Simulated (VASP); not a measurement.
**TiB: single point with PBEsol**

The system is TiB.

```
CELL_PARAMETERS angstrom
0.00000 2.10100 2.10100
2.10100 0.00000 2.10100
2.10100 2.10100 0.00000
ATOMIC_POSITIONS crystal
Ti 0.75000 0.75000 0.75000
B 0.00000 0.00000 0.00000
```

```json
{
  "Program": "VASP 6.6.1",
  "Task": "single point",
  "Functional": "PBEsol",
  "Potentials or basis": "VASP PAW PBE potentials, release 64 (Ti_sv, B)",
  "Cutoff": "520 eV",
  "k mesh": "22 × 22 × 22",
  "Occupations": "gaussian, width 0.15 eV",
  "Spin": "no spin polarisation"
}
```

```json
{
 "Pressure": "112.2 GPa",
 "Band gap on the k mesh": "none (metal or under the smearing width)"
}
```

Levels at points of the mesh, in eV from the Fermi level:
```
           k point  band 6  band 7  band 8  band 9  band 10  band 11
(0.00, 0.00, 0.00)   -1.94   -1.94   -1.94    3.25     3.25    12.27
(0.50, 0.00, 0.00)   -2.49   -1.25   -1.25    4.17     4.17     5.92
(0.50, 0.50, 0.00)   -4.24    1.04    1.91    1.91     4.72     6.12
```

Wall time 100 s on 1 thread of Intel(R) Xeon(R) Platinum 8375C CPU @ 2.90GHz (Ice Lake), with other jobs on the host, peak memory 0.21 GiB.

Caveat: a pressure of tens of GPa on the cell as given is suspect, and the run, the potentials or the cell itself is likely at fault; the PAW data sets were made with another functional, which shifts forces and pressure a little.
